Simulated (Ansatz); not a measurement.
## MnO2: single point with PBEsol

MnO2:

```xyz
6
Lattice="2.9042 0.0000 0.0000 0.0000 3.8448 0.0000 0.0000 0.0000 6.1643" Properties=species:S:1:pos:R:3 pbc="T T T"
Mn    1.4521    1.9224    2.1162
Mn    0.0000    0.0000    4.0481
O     1.4521    0.0000    5.1630
O     0.0000    1.9224    1.0013
O     1.4521    0.0000    2.6001
O     0.0000    1.9224    3.5642
```

Measurements of this composition are mostly on another form, of space group No. 136.

```json
{"Program": "Ansatz 0.2.0", "Task": "single point", "Functional": "PBEsol", "Potentials or basis": "Ansatz PAW", "Cutoff": "420 eV (not typed: the program's choice for these potentials)", "k mesh": "9 × 7 × 5", "Occupations": "fermi-dirac, width 0.05 eV", "Spin": "collinear spin, ferromagnetic start", "Starting moments": "[4.0, 4.0, 0.0, 0.0, 0.0, 0.0] μB"}
```

| Property | Result |
| --- | --- |
| Pressure | -13.4 GPa |
| Largest force | 1.179 eV/Å |
| Band gap on the k mesh | none (metal or under the smearing width) |
| Net moment | 6.00 μB per cell |
| Absolute moment | 6.27 μB per cell |
| Site moments | Mn +2.41; O +0.12, -0.00 μB |

Forces in eV/Å, atoms in the order of the input:
```
Mn   0.000  0.000 -0.337
Mn   0.000  0.000  0.337
O    0.000  0.000 -1.179
O    0.000  0.000  1.179
O    0.000  0.000  0.235
O    0.000  0.000 -0.235
```

Stress tensor (GPa, compression positive):
```
-18.76   0.00   0.00
  0.00 -10.89   0.00
  0.00   0.00 -10.64
```

Levels at points of the mesh, in eV from the Fermi level:
Spin up:
| k point | band 28 | band 29 | band 30 | band 31 | band 32 | band 33 |
| --- | --- | --- | --- | --- | --- | --- |
| (0.00, 0.00, 0.00) | -0.92 | -0.13 | 0.15 | 0.56 | 0.65 | 2.16 |
Spin down:
| k point | band 22 | band 23 | band 24 | band 25 | band 26 | band 27 |
| --- | --- | --- | --- | --- | --- | --- |
| (0.00, 0.00, 0.00) | -2.12 | -2.07 | -1.67 | 0.47 | 0.96 | 1.14 |

Wall time 14 s on 2 threads of Arm Neoverse V2, on a shared host, peak memory 0.51 GiB.

Caveat: the pressure holds a Pulay correction of +0.8 GPa for the finite cutoff; semilocal functionals often make such compounds metallic where correlation or magnetic order opens a gap, which also shifts bond lengths; only a ferromagnetic start was run, and an antiferromagnetic order may lie lower in energy; the PAW data sets come from PBE, with cores solved anew for the run's functional, which leaves a small shift of forces and pressure; forces of over 1 eV/Å show positions far from the minimum, so gaps and moduli don't describe the material at rest. With open d or f shells a metallic result of PBEsol can be an artefact of self-interaction; +U or a hybrid may open a gap.
